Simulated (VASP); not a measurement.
# Li (P6_3/mmc) in VASP: a series of runs

Runs on Li. Level: PBE. Tasks: single point, relaxation of cell and atoms.

Program: VASP 6.6.1. These are calculated values, not measurements. Logs are shortened: lines on timing, memory, paths and dates and some standing lists are left out, and cuts for length are marked.

## Step 1: The structure

The structure is hexagonal, space group P6_3/mmc (No. 194). Conventional cell: a = 3.098 Å, b = 3.098 Å, c = 4.997 Å, α = 90.00°, β = 90.00°, γ = 120.00°. Li (site symmetry -6m2) is surrounded by 12 Li at 3.07 to 3.10 Å.

The cell was built by a generator and needn't be a form met in nature.

## Step 2: Single point, PBE

Input file INCAR:

```
ALGO = Normal
EDIFF = 1E-6
ENCUT = 520
GGA = PE
ISIF = 2
ISMEAR = 0
LASPH = True
LCHARG = False
LREAL = False
LWAVE = False
NBANDS = 10
NELM = 80
PREC = Accurate
SIGMA = 0.05
```

Input file KPOINTS:

```
k-points
0
Gamma
  8 8 4
```

Input file POSCAR:

```
Li
1.0
    3.0976398640      0.0000000000      0.0000000000
   -1.5488199320      2.6826348140      0.0000000000
    0.0000000000      0.0000000000      4.9973525215
Li
2
Direct
    0.3333333333      0.6666666667      0.7500000000
    0.6666666667      0.3333333333      0.2500000000
```

Potentials or basis: VASP PAW PBE potentials, release 64 (Li_sv).

Command:

```bash
$ cat potpaw_PBE.64/Li_sv/POTCAR > POTCAR
$ mpirun -np 1 vasp_std > vasp.out
```

OUTCAR:

```text
EDIFF = 1E-6
   ENCUT = 520
   GGA = PE
   ISIF = 2
   ISMEAR = 0
   LASPH = True
   LREAL = False
   NELM = 80
   PREC = Accurate

 ion  position               nearest neighbor table
   1  0.333  0.667  0.750-
   2  0.667  0.333  0.250-

  LATTYP: Found a hexagonal cell.
 ALAT       =     3.0976398640
 C/A-ratio  =     1.6132774438

  Lattice vectors:

 A1 = (   3.0976398640,   0.0000000000,   0.0000000000)
 A2 = (  -1.5488199320,   2.6826348140,   0.0000000000)
 A3 = (   0.0000000000,   0.0000000000,   4.9973525215)

Analysis of symmetry for initial positions (statically):
=====================================================================
 Subroutine PRICEL returns:
 Original cell was already a primitive cell.

 Routine SETGRP: Setting up the symmetry group for a
 hexagonal supercell.

 Subroutine GETGRP returns: Found 24 space group operations
 (whereof 12 operations were pure point group operations)
 out of a pool of 24 trial point group operations.

The static configuration has the point symmetry D_3d.
 The point group associated with its full space group is D_6h.

Analysis of symmetry for dynamics (positions and initial velocities):
=====================================================================
 Subroutine PRICEL returns:
 Original cell was already a primitive cell.

 Routine SETGRP: Setting up the symmetry group for a
 hexagonal supercell.

 Subroutine GETGRP returns: Found 24 space group operations
 (whereof 12 operations were pure point group operations)
 out of a pool of 24 trial point group operations.

The dynamic configuration has the point symmetry D_3d.
 The point group associated with its full space group is D_6h.

 Subroutine INISYM returns: Found 24 space group operations
 (whereof 12 operations are pure point group operations),
 and found     1 'primitive' translations

----------------------------------------------------------------------------------------

                                     Primitive cell

  volume of cell :      41.5272

  direct lattice vectors                    reciprocal lattice vectors
     3.097639864  0.000000000  0.000000000     0.322826424  0.186383923  0.000000000
    -1.548819932  2.682634814  0.000000000     0.000000000  0.372767846  0.000000000
     0.000000000  0.000000000  4.997352521     0.000000000  0.000000000  0.200105955

  length of vectors
     3.097639864  3.097639864  4.997352521     0.372767846  0.372767846  0.200105955

  position of ions in fractional coordinates (direct lattice)
     0.333333333  0.666666667  0.750000000
     0.666666667  0.333333333  0.250000000

  ion indices of the primitive-cell ions
   primitive index   ion index
                 1           1
                 2           2

----------------------------------------------------------------------------------------

 KPOINTS: k-points

Automatic generation of k-mesh.
 Grid dimensions read from file:
 generate k-points for:    8    8    4

 Generating k-lattice:

  Cartesian coordinates                     Fractional coordinates (reciprocal lattice)
     0.040353303  0.023297990  0.000000000     0.125000000 -0.000000000  0.000000000
     0.000000000  0.046595981  0.000000000     0.000000000  0.125000000  0.000000000
     0.000000000  0.000000000  0.050026489     0.000000000  0.000000000  0.250000000

  Length of vectors
     0.046595981  0.046595981  0.050026489

  Shift w.r.t. Gamma in fractional coordinates (k-lattice)
     0.000000000  0.000000000  0.000000000

 Subroutine IBZKPT returns following result:
 ===========================================

 Found     30 irreducible k-points:

 Following reciprocal coordinates:
            Coordinates               Weight
  0.000000  0.000000  0.000000      1.000000
  0.125000 -0.000000  0.000000      6.000000
  0.250000 -0.000000  0.000000      6.000000
  0.375000 -0.000000  0.000000      6.000000
  0.500000 -0.000000  0.000000      3.000000
  0.125000  0.125000  0.000000      6.000000
[... 16 lines left out ...]
  0.250000 -0.000000  0.500000      6.000000
  0.375000 -0.000000  0.500000      6.000000
 [... further k-points ...]
   k-points           NKPTS =     30   k-points in BZ     NKDIM =     30   number of bands    NBANDS=     10
   number of dos      NEDOS =    301   number of ions     NIONS =      2
   total plane-waves  NPLWV =  23040
   dimension x,y,z NGX =    24 NGY =   24 NGZ =   40
   dimension x,y,z NGXF=    48 NGYF=   48 NGZF=   80
   ions per type =               2
   NGX,Y,Z   is equivalent  to a cutoff of  12.88, 12.88, 13.31 a.u.
   NGXF,Y,Z  is equivalent  to a cutoff of  25.76, 25.76, 26.61 a.u.
 SYSTEM =  unknown system
   PREC   = accura    normal or accurate (medium, high low for compatibility)
   ISTART =      0    job   : 0-new  1-cont  2-samecut
   ICHARG =      2    charge: 1-file 2-atom 10-const
   ISPIN  =      1    spin polarized calculation?
   LNONCOLLINEAR =      F non collinear calculations
   LSORBIT =      F    spin-orbit coupling
   LASPH  =      T    aspherical Exc in radial PAW
   ENCUT  =  520.0 eV  38.22 Ry    6.18 a.u.   5.76  5.76  9.29*2*pi/ulx,y,z
   NELM   =     80;   NELMIN=  2; NELMDL= -5     # of ELM steps
   EDIFF  = 0.1E-05   stopping-criterion for ELM
   LREAL  =      F    real-space projection
   EDIFFG = 0.1E-04   stopping-criterion for IOM
   NSW    =      0    number of steps for IOM
   IBRION =     -1    ionic relax: 0-MD 1-quasi-New 2-CG
   NFREE  =      0    steps in history (QN), initial steepest desc. (CG)
   ISIF   =      2    stress and relaxation
   ISYM   =      2    0-nonsym 1-usesym 2-fastsym
   POTIM  = 0.5000    time-step for ionic-motion
   TEBEG  =    0.0;   TEEND  =   0.0 temperature during run
   PSTRESS=    0.0 pullay stress
   NELECT =       6.0000    total number of electrons
   NUPDOWN=      -1.0000    fix difference up-down
   EMIN   =  10.00;   EMAX   =-10.00  energy-range for DOS
   EFERMI =   0.00;   METHOD = LEGACY
   ISMEAR =     0;   SIGMA  =   0.05  broadening in eV -4-tet -1-fermi 0-gaus
   EFERMI_NEDOS =   21; number of points for ismear=-14 and -15
   IALGO  =     38    algorithm
   IMIX   =      4    mixing-type and parameters
     AMIX     =   0.40;   BMIX     =  1.00
     AMIX_MAG =   1.60;   BMIX_MAG =  1.00
  volume/ion in A,a.u.               =      20.76       140.12
  Fermi-wavevector in a.u.,A,eV,Ry     =   0.859042  1.623354 10.040464  0.737953
  Thomas-Fermi vector in A             =   1.976337
   LORBIT       =      0    0 simple, 1 ext, 2 COOP (PROOUT), +10 PAW based schemes
   GGA     = PE    functional components
   LHFCALC =     F    Hartree Fock is set to
   AEXX    =    0.0000 exact exchange contribution
   IVDW    =     0    specifies the selected vdW correction
   LEPSILON=     F    determine dielectric tensor
   LRPA    =     F    only Hartree local field effects (RPA)
 non-spin polarized calculation
 Gauss-broadening in eV      SIGMA  =   0.05
  energy-cutoff  :      520.00
  volume of cell :       41.53
 maximum number of plane-waves:      1134
 NGX is ok and might be reduce to    24
   NGX = 11   NGY = 11   NGZ = 19

 number of electron       5.9999994 magnetization

 Free energy of the ion-electron system (eV)
  ---------------------------------------------------
  ext. energy  EPLUGINS =         0.00000000
  ---------------------------------------------------
  free energy    TOTEN  =        -3.80584714 eV

  energy without entropy =       -3.80306350  energy(sigma->0) =       -3.80445532

 E-fermi :   0.4222     XC(G=0):  -6.9859

 val. band max:        0.4130093841   @ k =   0.3750   0.1250   0.2500
 cond. band min:       0.4546806825   @ k =   0.5000  -0.0000   0.0000
 fundamental gap:      0.0416712985
 Fermi energy:         0.4222221079

 k-point     1 :       0.0000    0.0000    0.0000
  band No.  band energies     occupation
      1     -46.0099      2.00000
      2     -45.9928      2.00000
      3      -2.9707      2.00000
      4       0.6187      0.00000
      5       3.4986      0.00000
      6      12.6613      0.00000
      7      12.6614      0.00000
      8      14.0651      0.00000
      9      14.0651      0.00000
     10      14.9823      0.00000

 k-point     2 :       0.1250   -0.0000    0.0000
  band No.  band energies     occupation
      1     -46.0079      2.00000
      2     -45.9919      2.00000
      3      -2.7265      2.00000
      4       0.9386      0.00000
      5       3.5881      0.00000
      6      10.5605      0.00000
      7      11.3800      0.00000
      8      14.0074      0.00000
      9      14.4959      0.00000
     10      14.5927      0.00000

 k-point     3 :       0.2500   -0.0000    0.0000
  band No.  band energies     occupation
      1     -46.0026      2.00000
      2     -45.9899      2.00000
      3      -1.9927      2.00000
      4       1.8949      0.00000
      5       3.7218      0.00000
      6       7.6502      0.00000
      7       9.9532      0.00000
      8      11.9024      0.00000
      9      12.1266      0.00000
     10      13.9509      0.00000

 k-point     4 :       0.3750   -0.0000    0.0000
  band No.  band energies     occupation
      1     -45.9968      2.00000
      2     -45.9885      2.00000
      3      -0.7856      2.00000
      4       2.9564      0.00000
      5       3.4682      0.00000
      6       6.3859      0.00000
      7       8.6612      0.00000
      8       9.0504      0.00000
      9       9.6374      0.00000
     10      13.2350      0.00000

 k-point     5 :       0.5000   -0.0000    0.0000
  band No.  band energies     occupation
      1     -45.9939      2.00000
      2     -45.9884      2.00000
      3       0.4547      0.35858
      4       1.5427      0.00000
      5       5.1875      0.00000
      6       6.3463      0.00000
      7       6.7498      0.00000
      8       8.3122      0.00000
      9       8.7451      0.00000
     10      12.9714      0.00000

 k-point     6 :       0.1250    0.1250    0.0000
  band No.  band energies     occupation
      1     -46.0042      2.00000
      2     -45.9905      2.00000
      3      -2.2365      2.00000
      4       1.5768      0.00000
      5       3.7370      0.00000
      6       8.6491      0.00000
      7       9.4583      0.00000
      8      13.1454      0.00000
      9      13.5254      0.00000
     10      13.6103      0.00000
[... 183 lines left out ...]
 k-point    21 :       0.0000    0.0000    0.5000
  band No.  band energies     occupation
      1     -46.0015      2.00000
      2     -46.0015      2.00000
      3      -1.8479      2.00000
      4      -1.8479      2.00000
      5       8.5868      0.00000
      6       8.5868      0.00000
      7      13.5858      0.00000
      8      13.5858      0.00000
      9      13.5858      0.00000
     10      13.5858      0.00000

 k-point    22 :       0.1250   -0.0000    0.5000
  band No.  band energies     occupation
      1     -45.9999      2.00000
      2     -45.9999      2.00000
      3      -1.5974      2.00000
      4      -1.5974      2.00000
      5       8.6800      0.00000
      6       8.6800      0.00000
      7      11.9094      0.00000
      8      11.9094      0.00000
      9      12.6290      0.00000
     10      12.6290      0.00000

 k-point    23 :       0.2500   -0.0000    0.5000
  band No.  band energies     occupation
      1     -45.9963      2.00000
      2     -45.9963      2.00000
      3      -0.8556      2.00000
      4      -0.8556      2.00000
      5       7.9079      0.00000
      6       7.9079      0.00000
      7      10.0543      0.00000
      8      10.0543      0.00000
      9      11.3055      0.00000
     10      11.3055      0.00000

 k-point    24 :       0.3750   -0.0000    0.5000
  band No.  band energies     occupation
      1     -45.9926      2.00000
      2     -45.9926      2.00000
      3       0.3058      1.99901
      4       0.3058      1.99901
      5       5.4063      0.00000
      6       5.4063      0.00000
      7      10.4303      0.00000
      8      10.4303      0.00000
      9      10.7543      0.00000
     10      10.7543      0.00000

 [... further k-points ...]

------------------------ aborting loop because EDIFF is reached ----------------------------------------

  FORCE on cell =-STRESS in cart. coord.  units (eV):
  Direction    XX          YY          ZZ          XY          YZ          ZX
  --------------------------------------------------------------------------------------
  -------------------------------------------------------------------------------------
  Total       -0.0717810     -0.0717810     -0.1430449      0.0000000      0.0000000      0.0000000
  in kB       -2.7694114     -2.7694114     -5.5188752      0.0000000      0.0000000      0.0000000
  external PRESSURE =      -3.6858993 kB  Pullay stress =       0.0000000 kB

 VOLUME and BASIS-vectors are now :
 -----------------------------------------------------------------------------
  energy-cutoff  :      520.00
  volume of cell :       41.53
      direct lattice vectors                 reciprocal lattice vectors
     3.097639864  0.000000000  0.000000000     0.322826424  0.186383923  0.000000000
    -1.548819932  2.682634814  0.000000000     0.000000000  0.372767846  0.000000000
     0.000000000  0.000000000  4.997352521     0.000000000  0.000000000  0.200105955

 POSITION                                       TOTAL-FORCE (eV/Angst)
 -----------------------------------------------------------------------------------
     -0.00000      1.78842      3.74801         0.000000     -0.000000      0.000000
      1.54882      0.89421      1.24934        -0.000000      0.000000     -0.000000
 -----------------------------------------------------------------------------------
    total drift:                               -0.000000      0.000000      0.000000

  FREE ENERGIE OF THE ION-ELECTRON SYSTEM (eV)
  ---------------------------------------------------
  free  energy   TOTEN  =        -3.8058471405 eV

  energy  without entropy=       -3.8030634990  energy(sigma->0) =       -3.80445532
```

It took 7.4 s on 1 thread of Intel Xeon Platinum 8559C (Emerald Rapids), shared host; peak memory 0.14 GiB.

What came out:

* Free energy: -3.8058 eV
* Band gap on the k mesh: none (metal or under the smearing width)

Caveat: the cutoff is under 1.25 times the usual one of these potentials, so pressure, stress and relaxed cells hold a basis-set (Pulay) error.

## Step 3: Relaxation of cell and atoms, PBE

This run uses another cell than the first one, of 21.25 Å³/atom, 1.024 times its volume.

Input file INCAR:

```
SYSTEM = Li
PREC = Accurate
ENCUT = 600
EDIFF = 1E-6
ISMEAR = 0
SIGMA = 0.05
LREAL = .False.
LASPH = .True.
NELM = 100
ALGO = Normal
ISIF = 3
LWAVE = .False.
LCHARG = .False.
GGA = PE
IBRION = 2
NSW = 80
EDIFFG = -0.03
```

Input file KPOINTS:

```
Automatic mesh
0
Gamma
  8 8 4
  0 0 0
```

Input file POSCAR:

```
Li
1.0
    3.1090219029      0.0000000000      0.0000000000
   -1.5545109515      2.6924919489      0.0000000000
    0.0000000000      0.0000000000      5.0780691081
Li
2
Direct
    0.3333333333      0.6666666667      0.7500000000
    0.6666666667      0.3333333333      0.2500000000
```

Potentials or basis: VASP PAW PBE potentials, release 64 (Li_sv).

Command:

```bash
$ cat potpaw_PBE.64/Li_sv/POTCAR > POTCAR
$ mpirun -np 1 vasp_std > vasp.out
```

It took 16 s on 1 thread of Intel Xeon Platinum 8559C (Emerald Rapids), shared host; peak memory 0.16 GiB.

It converged, with:

| Property | Result |
| --- | --- |
| Free energy | -3.8083 eV |
| Relaxed volume | 20.23 Å³/atom |
| Relaxed cell | a = 3.077 Å, b = 3.077 Å, c = 4.935 Å, α = 90.00°, β = 90.00°, γ = 120.00° |
| Space group after relaxing (to 0.05 Å) | P6_3/mmc (No. 194) |
| Energy gained by relaxing | 3.3 meV/atom |
| Ionic steps | 3 |
| Pressure after relaxing | -0.1 GPa |
| Band gap on the k mesh | none (metal or under the smearing width) |

Step by step:
| step | energy change (eV) | largest force (eV/Å) | pressure (GPa) | volume (Å³) |
| --- | --- | --- | --- | --- |
| 1 | 0.0000 | 0.0000 | -0.70 | 42.51 |
| 2 | -0.0028 | 0.0000 | -0.55 | 41.94 |
| 3 | -0.0066 | 0.0000 | -0.11 | 40.46 |

Final structure:
```xyz
2
Lattice="3.0769 0.0000 0.0000 -1.5385 2.6647 0.0000 0.0000 0.0000 4.9346" Properties=species:S:1:pos:R:3 pbc="T T T"
Li    0.0000    1.7765    3.7009
Li    1.5385    0.8882    1.2336
```

Levels at points of the mesh, in eV from the Fermi level:
```
           k point  band 1  band 2  band 3  band 4  band 5  band 6  band 7
(0.00, 0.00, 0.00)  -46.37  -46.35   -3.42    0.23    3.22   12.40   12.40
(0.50, 0.00, 0.00)  -46.35  -46.35    0.02    1.15    4.86    6.04    6.50
(0.00, 0.00, 0.50)  -46.36  -46.36   -2.27   -2.27    8.42    8.42   13.36
(0.50, 0.00, 0.50)  -46.35  -46.35    0.81    0.81    3.62    3.62    9.85
```

Caveat: the cutoff is under 1.25 times the usual one of these potentials, so pressure, stress and relaxed cells hold a basis-set (Pulay) error.
